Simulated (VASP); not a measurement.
A run of VASP 6.6.1 is set up as follows.

Contents of INCAR:

```
SYSTEM = Ta
PREC     = Accurate       ! precision mode
ENCUT    = 600            ! plane-wave cutoff, eV
EDIFF    = 1E-6           ! SCF threshold, eV
ISMEAR   = 0              ! smearing method
SIGMA    = 0.1            ! smearing width, eV
LREAL    = .FALSE.        ! projectors in reciprocal space
LASPH    = .TRUE.         ! aspherical terms in the spheres
NELM     = 100            ! most SCF steps
ALGO     = Fast           ! electronic algorithm
ISIF     = 3              ! what is computed and relaxed
LWAVE    = .FALSE.        ! write WAVECAR
LCHARG   = .FALSE.        ! write CHGCAR
GGA      = PS             ! functional
IBRION   = 2              ! ionic algorithm
NSW      = 100            ! ionic steps
EDIFFG   = -0.01          ! ionic threshold
```

File KPOINTS:

```
Automatic mesh
0
G
  24 24 20
  0 0 0
```

POSCAR

```
Ta
1.0
    2.8529996593      0.0000000000      0.0000000000
   -1.4264998297      2.4707701820      0.0000000000
    0.0000000000      0.0000000000      2.6657715567
Ta
1
Direct
    0.0000000000      0.0000000000      0.0000000000
```

Potentials or basis: VASP PAW PBE potentials, release 64 (Ta_pv).

Command:

```console
$ cat potpaw_PBE.64/Ta_pv/POTCAR > POTCAR
$ mpirun -np 1 vasp_std > vasp.out
```

(1) Estimate the band gap on the k mesh.

(2) Predict the relaxed volume.

(3) Estimate the relaxed cell.

(4) What does it give for the space group after relaxing (to 0.05 Å)?

Answers

(1) none (metal or under the smearing width).

(2) 19.07 Å³/atom.

(3) a = 2.852 Å, b = 2.852 Å, c = 2.708 Å, α = 90.00°, β = 90.00°, γ = 120.00°.

(4) P6/mmm (No. 191).

Caveat: the PAW data sets were made with another functional, which shifts forces and pressure a little.
